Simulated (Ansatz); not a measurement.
Ga:

```xyz
1
Lattice="-1.3844 1.3844 2.3112 1.3844 -1.3844 2.3112 1.3844 1.3844 -2.3112" Properties=species:S:1:pos:R:3 pbc="T T T"
Ga    0.0000    0.0000    0.0000
```

This isn't the form of Ga at room conditions, which is orthorhombic.

| Quantity | Value |
| --- | --- |
| Program | Ansatz 0.2.0 |
| Task | relaxation of cell and atoms |
| Functional | revPBE |
| Dispersion | D3(BJ) |
| Potentials or basis | Ansatz PAW |
| Cutoff | 420 eV (not typed: the program's choice for these potentials) |
| k mesh | 13 × 13 × 13 |
| Occupations | fermi-dirac, width 0.05 eV |
| Spin | no spin polarisation |

At the start: volume 17.72 Å³/atom.

**Question.** How do energy, volume and symmetry change on relaxing?

**Answer.** It ends after 8 steps and the volume is 17.56 Å³/atom (-0.9 %); space group I4/mmm (No. 139, to 0.05 Å).

Step by step:
```
step  energy change (eV)  largest force (eV/Å)  volume (Å³)
   1              0.0000                0.0000        17.72
   2             -0.0012                0.0000        17.42
   3             -0.0014                0.0000        17.42
   4             -0.0018                0.0000        17.46
   5             -0.0021                0.0000        17.45
   6             -0.0021                0.0000        17.50
   7             -0.0021                0.0000        17.56
   8             -0.0021                0.0000        17.56
```

Final structure:
```
Ga
1.0
    -1.40840    1.40840    2.21309
     1.40840   -1.40840    2.21309
     1.40840    1.40840   -2.21309
Ga
1
Direct
  0.00000 0.00000 0.00000
```

Caveat: the plane-wave basis is chosen anew once the cell has moved, so the energies of steps on either side of that aren't comparable; pairwise dispersion overbinds metals, which lowers pressure and volume; the PAW data sets come from PBE, with cores solved anew for the run's functional, which leaves a small shift of forces and pressure.
